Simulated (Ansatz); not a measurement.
## A computed series for BeO: response to strain

The reference is BeO in the wurtzite structure (space group P6_3mc, No. 186).

```xyz
4
Lattice="2.7118 0.0000 0.0000 -1.3559 2.3485 0.0000 0.0000 0.0000 4.4046" Properties=species:S:1:pos:R:3 pbc="T T T"
Be     1.3559     0.7828     0.0066
Be     0.0000     1.5657     2.2088
O      1.3559     0.7828     2.7472
O      0.0000     1.5657     0.5449
```

Cartesian axes are those of the cell as printed.

Strains are applied to the cell and any free atomic positions relax; under biaxial strain the out-of-plane vector relaxes too.

Computed with Ansatz (a program for electronic structure) PBE, scalar-relativistic without spin-orbit coupling.

Candidates:
(a) biaxial strain +4.72 %, plane normal [001], relaxed out of plane
(b) strain tensor (xx, yy, zz, yz, xz, xy) = (−1.21, +0.18, +0.01, −0.08, +0.27, +0.78) %
(c) biaxial strain −4.28 %, plane normal [001], relaxed out of plane
(d) biaxial strain +0.56 %, plane normal [001], relaxed out of plane

Base values:

- Band gap = 7.45 eV

Problem. Order them by band gap, lowest first.

Solution. (a) biaxial strain +4.72 %, plane normal [001], relaxed out of plane (6.52 eV), (d) biaxial strain +0.56 %, plane normal [001], relaxed out of plane (7.34 eV), (b) strain tensor (xx, yy, zz, yz, xz, xy) = (−1.21, +0.18, +0.01, −0.08, +0.27, +0.78) % (7.51 eV), (c) biaxial strain −4.28 %, plane normal [001], relaxed out of plane (7.89 eV)

Stability against distortions was not tested.
